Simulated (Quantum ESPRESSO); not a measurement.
CoO:

```
CELL_PARAMETERS angstrom
-1.50800 1.50800 2.10725
1.50800 -1.50800 2.10725
1.50800 1.50800 -2.10725
ATOMIC_POSITIONS crystal
Co 0.00000 0.00000 0.00000
O 0.50000 0.50000 0.00000
```

Base run:

| Item | Value |
| --- | --- |
| Program | Quantum ESPRESSO 7.5 |
| Functional | PBEsol |
| Potentials or basis | GBRV 1.5 PBEsol |
| Cutoff | 762 eV |
| Density cutoff | 6095 eV |
| k mesh | 10 × 10 × 10 |
| Occupations | fermi-dirac, width 0.05 eV |
| Spin | no spin polarisation |

Its results: band gap on the k mesh none (metal or under the smearing width); pressure -27.5 GPa.

The run is repeated on the same cell with these changes: spin from no spin polarisation to collinear spin, ferromagnetic start. What comes out?

Band gap on the k mesh none (metal or under the smearing width); pressure -8.9 GPa; net moment 2.99 μB per cell; site moments Co +2.53; O +0.35 μB.

Caveats: semilocal functionals often make such compounds metallic where correlation or magnetic order opens a gap, which also shifts bond lengths; an odd number of electrons without spin polarisation forces a metal (some runs); a magnetic or distorted state may lie lower (some runs); a cell with one magnetic atom can't hold antiferromagnetic order, which such compounds often take (some runs).
